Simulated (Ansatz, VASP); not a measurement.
Two plane-wave programs on CdSe

```
Cd Se
1.0
     0.00000    2.86907    2.86907
     2.86907    0.00000    2.86907
     2.86907    2.86907    0.00000
Cd Se
1 1
Direct
  0.00000 0.00000 0.00000
  0.50000 0.50000 0.50000
```

Alike in both runs: task electric field gradients; functional PBE; k mesh 12 × 12 × 12; occupations fermi-dirac, width 0.03 eV; no spin polarisation.

|  | VASP | Ansatz |
| --- | --- | --- |
| version | VASP 6.6.1 | Ansatz 0.2.0 |
| potentials or method | VASP PAW PBE potentials, release 64 (Cd, Se) | PAW with Ansatz's default frozen-core files, scalar-relativistic |
| plane-wave cutoff (eV) | 520 | 420 |
| valence electrons in the cell | 18 | 36 |

|  | VASP | Ansatz | Ansatz less VASP |
| --- | --- | --- | --- |
| pressure (GPa) | 0.3 | 0.0 | -0.33 |
| Vzz of the field gradient on the site that differs most (V/Å²) | 0.0 | 0.0 | 0.00 |

The two sets of potentials don't hold the same shells in valence. Ansatz warned: «gradients_without_spin_orbit».
